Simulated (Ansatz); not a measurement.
KBr (wurtzite) (it has left that coordination), relaxed with r2SCAN: space group P6_3/mmc (No. 194), hexagonal; conventional cell a = 5.619 Å, c = 6.554 Å, 44.79 Å³ an atom. K is surrounded by 5 Br at 3.24–3.28 Å; Br is surrounded by 5 K at 3.24–3.28 Å. One-shot G0W0@PBE in Ansatz 0.2.0 on a 6×6×2 mesh (contour deformation, no spin-orbit coupling), from a PBE gap of 4.186 eV over the mesh points (the G0W0 gap is direct on the mesh); the number N of bands summed and the screening cutoff rise together. The calculation is spin-unpolarised, and the structure need not be a phase that has been made.

| N | cutoff (eV) | 1000/N | G0W0 gap (eV) |
| --- | --- | --- | --- |
| 422 | 100 | 2.370 | 6.735 |
| 998 | 180 | 1.002 | 6.922 |

Task: Lay a straight line in 1000/N through these rows.

Result: The slope is -0.1367 eV per unit of 1000/N and the intercept 7.059 eV.

Task: Predict the gap at N = 1922 (260 eV).

Result: 7.059 + (-0.1367) × 0.520 = 6.988 eV; the run gives 6.978 eV, -0.010 eV from the line.

Task: With that run's result added, what limit do the last two rows suggest?

Result: Their slope is (6.978 − 6.922)/(0.520 − 1.002) = -0.1162, which meets 1/N = 0 at 7.04 eV, against 7.059 eV from the first line. The slope flattens, so the first line overshoots; the k mesh isn't extrapolated.

The runs are scalar-relativistic, without spin-orbit coupling.
